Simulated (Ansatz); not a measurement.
**CdSe: levels along high-symmetry lines**

```
Cd Se
1.0
     0.00000    2.87396    2.87396
     2.87396    0.00000    2.87396
     2.87396    2.87396    0.00000
Cd Se
1 1
Cartesian
  0.0000 0.0000 0.0000
  2.8740 2.8740 2.8740
```

Atom numbers follow the list: Cd1, Se2.

Conventional cell: a = 5.748 Å, b = 5.748 Å, c = 5.748 Å, α = 90.00°, β = 90.00°, γ = 90.00°. Cd (atom 1) is surrounded by 6 Se at 2.87 Å. Around Se (atom 2) lie 6 Cd at 2.87 Å.

Structure from Materials Project entry mp-1055 (possibly hypothetical), not relaxed further.

The calculation used DFT, PBEsol, all-electron LAPW, scalar-relativistic in Ansatz 0.2.0.

The runs use a Γ-centred 11×11×11 k mesh, Fermi–Dirac smearing of 0.05 eV, basis error target 0.5 meV/atom, no spin polarisation.

Points in fractions of the reciprocal vectors of this cell: Γ (0, 0, 0), X (0.5, 0, 0.5), U (0.625, 0.25, 0.625), K (0.375, 0.375, 0.75), L (0.5, 0.5, 0.5), W (0.5, 0.25, 0.75). The path joins them by straight lines in the order Γ–X–U–K–Γ–L–W–X; legs that retrace an earlier one aren't tabulated. Energies are in eV from the Fermi level.

**Question.** List the levels at L between -5 and 5 eV.

**Answer.** -0.08 (×2), 2.85.

**Question.** List the levels at Γ between -5 and 5 eV.

**Answer.** -0.67 (×3), -0.07.

**Question.** List the levels at U between -5 and 5 eV.

**Answer.** -3.66, -3.62, -1.44, 1.37.

**Question.** What is the band gap?

**Answer.** none: bands cross the Fermi level, a metal.
